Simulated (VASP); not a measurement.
A run of VASP 6.6.1 is set up as follows.

Contents of INCAR:

```
SYSTEM = Zn
PREC = Accurate
ENCUT = 520
EDIFF = 1E-6
ISMEAR = 0
SIGMA = 0.1
LREAL = .FALSE.
LASPH = .TRUE.
NELM = 100
ALGO = Fast
ISIF = 2
LWAVE = .FALSE.
LCHARG = .TRUE.
GGA = PE
LELF = .TRUE.
LVHAR = .TRUE.
NBANDS = 25
```

KPOINTS

```
regular mesh
0
G
  18 18 7
  0 0 0
```

POSCAR

```
Zn
1.0
    2.6259332843      0.0000000000      0.0000000000
   -1.3129666422      2.2741249328      0.0000000000
    0.0000000000      0.0000000000      7.8110219131
Zn
3
Direct
    0.0000000000      0.0000000000      0.0000000000
    0.3333333333      0.6666666667      0.3333333333
    0.6666666667      0.3333333333      0.6666666667
```

Potentials or basis: VASP PAW PBE potentials, release 64 (Zn).

The run is started by

```sh
$ cat potpaw_PBE.64/Zn/POTCAR > POTCAR
$ mpirun -np 1 vasp_std > vasp.out
```

(1) Estimate the band gap on the k mesh.

(2) Estimate the pressure.

Answers

(1) none (metal or under the smearing width).

(2) 0.4 GPa.
